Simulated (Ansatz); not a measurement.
# Molecular dynamics of BaTiO3

The input (input.yaml):

```yaml
crystal:
  lattice:
    - [5.653985, 0.0, 0.0]
    - [0.0, 6.953897, 0.0]
    - [0.0, 0.0, 21.963196]
  atoms:
    - { symbol: Ba, position: [0.0, 0.0, 0.0455307] }
    - { symbol: Ti, position: [0.5044942, 0.12856743, 0.11679948] }
    - { symbol: O, position: [0.7395164, -0.02078873, 0.14812583] }
    - { symbol: O, position: [0.5, 0.0137, 0.0467792] }
    - { symbol: O, position: [0.24166352, 0.00415353, 0.14597814] }
    - { symbol: Ba, position: [-0.03071553, 0.30464398, 0.20209272] }
    - { symbol: Ti, position: [0.0, 0.4872, 0.0455307] }
    - { symbol: O, position: [0.2458, 0.3470333, 0.0820633] }
    - { symbol: O, position: [0.4772463, 0.32781117, 0.19591684] }
    - { symbol: O, position: [0.7542, 0.3470333, 0.0820633] }
    - { symbol: Ba, position: [0.51011464, 0.64510591, 0.12491551] }
    - { symbol: Ti, position: [-0.00062227, 0.82028632, 0.20379031] }
    - { symbol: O, position: [0.28430902, 0.70332866, 0.22168035] }
    - { symbol: O, position: [0.99611181, 0.67275965, 0.09695697] }
    - { symbol: O, position: [0.78362368, 0.65004143, 0.23301861] }
    - { symbol: Ba, position: [0.4774019, -0.01261728, 0.26940896] }
    - { symbol: Ti, position: [0.98698701, 0.16145962, 0.36167221] }
    - { symbol: O, position: [0.27175159, 0.02461709, 0.37660197] }
    - { symbol: O, position: [-0.02185877, 0.00021738, 0.26285946] }
    - { symbol: O, position: [0.71836899, -0.00063532, 0.384286] }
    - { symbol: Ba, position: [0.48930831, 0.34146951, 0.42878029] }
    - { symbol: Ti, position: [0.47696381, 0.46536146, 0.27164929] }
    - { symbol: O, position: [0.70838883, 0.33979455, 0.31136122] }
    - { symbol: O, position: [-0.00557772, 0.33496667, 0.42079358] }
    - { symbol: O, position: [0.20902949, 0.33006525, 0.29858887] }
    - { symbol: Ba, position: [1.0060302, 0.64736352, 0.35807476] }
    - { symbol: Ti, position: [0.48279839, 0.82104505, 0.41188221] }
    - { symbol: O, position: [0.70946175, 0.67834409, 0.45353615] }
    - { symbol: O, position: [0.44026154, 0.6503576, 0.34310873] }
    - { symbol: O, position: [0.23484041, 0.70730047, 0.44886656] }
basis:
  ecutwfc: 420.0
kpoints:
  mp_grid: { grid: [2, 1, 1] }
hamiltonian:
  xc: pbesol
  pseudopotentials: { kind: paw, azcp: { folder: soft_1 } }
scf:
  occupations: { method: fermi_dirac, width: 0.02 }
  lower_state_search: "off"
md:
  timestep: 1
  n_steps: 300
  ensemble: nve
  temperature: 1400.0
  initial_velocities: maxwell_boltzmann
  seed: 716263
  constraints: [{ sites: [0, 3, 6, 7, 9] }]
```

Launched with:

```bash
$ ansatz run input.yaml --threads 2 --pin off --max-ram 5120MiB --backend cpu --events-out ev --progress --plain --runs-dir out
```

It goes on from the last frame of an earlier run, with new velocities.

Output, in part (step lines):

```
md step     0: t =     0.00 fs  T =  1400.0 K  F+E_penalty+E_count = -60153.99641583 eV  E_kin = 4.524100 eV  conserved = -60149.47231587 eV  (40 SCF iters)
md step     1: t =     1.00 fs  T =  1362.4 K  F+E_penalty+E_count = -60153.87435048 eV  E_kin = 4.402748 eV  conserved = -60149.47160201 eV  (27 SCF iters)
md step     2: t =     2.00 fs  T =  1317.9 K  F+E_penalty+E_count = -60153.72960801 eV  E_kin = 4.258745 eV  conserved = -60149.47086305 eV  (27 SCF iters)
md step     3: t =     3.00 fs  T =  1269.8 K  F+E_penalty+E_count = -60153.57342365 eV  E_kin = 4.103278 eV  conserved = -60149.47014549 eV  (27 SCF iters)
md step     4: t =     4.00 fs  T =  1221.5 K  F+E_penalty+E_count = -60153.41678756 eV  E_kin = 3.947291 eV  conserved = -60149.46949682 eV  (25 SCF iters)
md step     5: t =     5.00 fs  T =  1176.1 K  F+E_penalty+E_count = -60153.26967200 eV  E_kin = 3.800711 eV  conserved = -60149.46896106 eV  (11 SCF iters)
md step     6: t =     6.00 fs  T =  1136.2 K  F+E_penalty+E_count = -60153.14032641 eV  E_kin = 3.671752 eV  conserved = -60149.46857424 eV  (10 SCF iters)
md step     7: t =     7.00 fs  T =  1103.6 K  F+E_penalty+E_count = -60153.03470888 eV  E_kin = 3.566350 eV  conserved = -60149.46835870 eV  (12 SCF iters)
[... lines left out ...]
md step   300: t =   300.00 fs  T =   901.2 K  F+E_penalty+E_count = -60152.38195601 eV  E_kin = 2.912075 eV  conserved = -60149.46988089 eV  (30 SCF iters)
```

The steps, from the saved trajectory:

| time (fs) | T (K) | potential energy less start (eV) | conserved less start (meV/atom) |
| --- | --- | --- | --- |
| 0 | 1400 | 0.000 | 0.00 |
| 10 | 1056 | 1.117 | 0.12 |
| 20 | 1057 | 1.110 | 0.05 |
| 30 | 1029 | 1.202 | 0.07 |
| 40 | 985 | 1.342 | 0.07 |
| 50 | 856 | 1.761 | 0.10 |
| 60 | 938 | 1.496 | 0.08 |
| 70 | 983 | 1.352 | 0.09 |
| 80 | 1038 | 1.172 | 0.05 |
| 90 | 879 | 1.688 | 0.12 |
| 100 | 960 | 1.424 | 0.07 |
| 110 | 952 | 1.452 | 0.08 |
| 120 | 922 | 1.545 | 0.07 |
| 130 | 881 | 1.682 | 0.10 |
| 140 | 1061 | 1.097 | 0.05 |
| 150 | 872 | 1.708 | 0.07 |
| 160 | 687 | 2.308 | 0.11 |
| 170 | 917 | 1.564 | 0.04 |
| 180 | 834 | 1.833 | 0.11 |
| 190 | 893 | 1.639 | 0.06 |
| 200 | 859 | 1.751 | 0.10 |
| 210 | 929 | 1.526 | 0.07 |
| 220 | 927 | 1.531 | 0.11 |
| 230 | 1196 | 0.660 | 0.04 |
| 240 | 1060 | 1.101 | 0.06 |
| 250 | 724 | 2.187 | 0.13 |
| 260 | 942 | 1.482 | 0.06 |
| 270 | 1017 | 1.238 | 0.04 |
| 280 | 975 | 1.376 | 0.09 |
| 290 | 1077 | 1.045 | 0.06 |
| 300 | 901 | 1.614 | 0.08 |

The run went to its last step. The conserved energy stayed within 0.15 meV per atom of its start (net change 0.081 meV per atom), so the integration is sound. A run of 0.3 ps of so small a system gives no equilibrium averages. Limits of this set-up: coarse k mesh, thin slab, slab without dipole correction, PAW files made for another functional.

Mean squared displacements from the first frame to the last: Ba 0.15 Å², Ti 0.05 Å², O 0.15 Å².

Last frame:

```xyz
30
Lattice="5.6540 0.0000 0.0000 0.0000 6.9539 0.0000 0.0000 0.0000 21.9632" Properties=species:S:1:pos:R:3
Ba 0.000 0.000 1.000
Ti 2.757 0.938 2.549
O 4.086 0.050 3.365
O 2.827 0.095 1.027
O 1.192 0.155 3.271
Ba -0.308 2.204 4.350
Ti 0.000 3.388 1.000
O 1.390 2.413 1.802
O 2.741 2.173 4.250
O 4.264 2.413 1.802
Ba 2.952 4.498 2.945
Ti -0.095 5.789 4.516
O 1.174 4.533 4.898
O 6.071 4.865 2.001
O 4.068 4.621 4.955
Ba 2.346 0.111 5.915
Ti 5.222 1.141 7.773
O 1.035 0.125 8.320
O -0.234 -0.235 6.080
O 3.528 0.118 8.180
Ba 2.178 2.162 9.612
Ti 2.558 3.333 6.014
O 3.997 2.375 6.705
O -0.310 2.002 9.302
O 1.016 2.486 6.867
Ba 5.249 4.419 7.789
Ti 2.458 5.586 9.056
O 3.768 5.282 10.199
O 2.575 4.586 7.260
O 1.315 4.539 9.841
```

Run time: 17 min on 2 threads of AMD EPYC 9R45 96-Core Processor (Zen 5) (shared host), peak memory 1.9 GiB.
